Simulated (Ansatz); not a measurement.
CoO in Ansatz: the effect of starting spin order

The system is CoO.

```
CELL_PARAMETERS angstrom
-1.41423 2.44951 2.72172
2.82845 0.00000 2.72172
1.41422 2.44951 0.00000
ATOMIC_POSITIONS crystal
Co 0.25000 0.25000 0.75000
Co 0.75000 0.75000 0.25000
O 0.83333 0.16667 0.50000
O 0.33333 0.66667 0.00000
```

The cell was built by a generator and needn't be a form met in nature.

The cell isn't the ideal one: another cell of the same crystal, with 4 atoms.

Alike in all runs:

| Property | Result |
| --- | --- |
| Program | Ansatz 0.2.0 |
| Task | single point |
| Functional | PBE |
| Potentials or basis | Ansatz PAW |
| Cutoff | 420 eV (not typed: the program's choice for these potentials) |
| k mesh | 8 × 8 × 8 |
| Occupations | fermi-dirac, width 0.05 eV |

**Question.** One run gave: energy over the lowest run 300.1 meV/atom; pressure -12.2 GPa; final net moment 0.00 μB; final largest site moment 0.00 μB. Which starting spin order did it use?
A. ferromagnetic
B. antiferromagnetic start, larger moments
C. non-magnetic

**Answer.** C.

```csv
starting spin order,energy over the lowest run (meV/atom),pressure (GPa),final net moment (μB),final largest site moment (μB)
"antiferromagnetic start, larger moments",24.4,1.2,0.00,2.29
non-magnetic,300.1,-12.2,0.00,0.00
ferromagnetic,0.0,0.1,6.00,2.50
```
